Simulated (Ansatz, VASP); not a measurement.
## Two plane-wave programs on TiO2

INCAR

```
SYSTEM = TiO2
  PREC = Accurate
  ENCUT = 520
  EDIFF = 1E-6
  ISMEAR = 0
  SIGMA = 0.05
  LREAL = .False.
  LASPH = .True.
  NELM = 80
  ALGO = Normal
  ISIF = 2
  LWAVE = .False.
  LCHARG = .True.
  GGA = PE
  LELF = .True.
  LVHAR = .True.
  NBANDS = 33
```

The input KPOINTS:

```
Automatic mesh
0
Gamma
  6 6 10
  0 0 0
```

POSCAR

```
TiO2
1.0
    4.7517000000      0.0000000000      0.0000000000
    0.0000000000      4.7517000000      0.0000000000
    0.0000000000      0.0000000000      2.8848000000
Ti O
2 4
Direct
    0.0000000000      0.0000000000      0.0000000000
    0.5000000000      0.5000000000      0.5000000000
    0.3050970583      0.3050970583      0.0000000000
    0.1949029417      0.8050970583      0.5000000000
    0.6949029417      0.6949029417      0.0000000000
    0.8050970583      0.1949029417      0.5000000000
```

Input for Ansatz:

```yaml
crystal:
  lattice:
    - [4.7517, 0.0, 0.0]
    - [0.0, 4.7517, 0.0]
    - [0.0, 0.0, 2.8848]
  atoms:
    - { symbol: Ti, position: [0.0, 0.0, 0.0] }
    - { symbol: Ti, position: [0.5, 0.5, 0.5] }
    - { symbol: O, position: [0.3050970583, 0.3050970583, 0.0] }
    - { symbol: O, position: [0.1949029417, 0.8050970583, 0.5] }
    - { symbol: O, position: [0.6949029417, 0.6949029417, 0.0] }
    - { symbol: O, position: [0.8050970583, 0.1949029417, 0.5] }
basis:
  ecutwfc: 520.0
kpoints:
  mp_grid: { grid: [6, 6, 10] }
hamiltonian:
  xc: pbe
  pseudopotentials: { kind: paw, azcp: { folder: soft_1 } }
scf:
  occupations: { method: gaussian, width: 0.05 }
output:
  forces: true
  stress: true
  eigenvalues: true
```

Alike in both runs: task single point; functional PBE; k mesh 6 × 6 × 10; occupations gaussian, width 0.05 eV; no spin polarisation.

```csv
,VASP,Ansatz
version,VASP 6.6.1,Ansatz 0.2.0
potentials or method,"VASP PAW PBE potentials, release 64 (Ti_sv, O)","scalar-relativistic, plane waves, PAW"
plane-wave cutoff (eV),520,520
valence electrons in the cell,48,48
```

VASP gave:

```
gap on the k mesh at the Fermi level (eV)       : 1.89
least direct gap on the mesh (eV)               : 1.89
pressure (GPa)                                  : -1.2
largest component of the traceless stress (GPa) : 8.45
rms of the force components (eV/Å)              : 0.045
```

Q: What did Ansatz give for the same quantities?

A: gap on the k mesh at the Fermi level (eV): 1.92; least direct gap on the mesh (eV): 1.92; pressure (GPa): -1.8; largest component of the traceless stress (GPa): 8.17; rms of the force components (eV/Å): 0.065.

Atom by atom the forces differ by 0.020 eV/Å (rms over components).

A k mesh can miss the band edges. As with any semilocal functional, this PBE gap is likely too small.
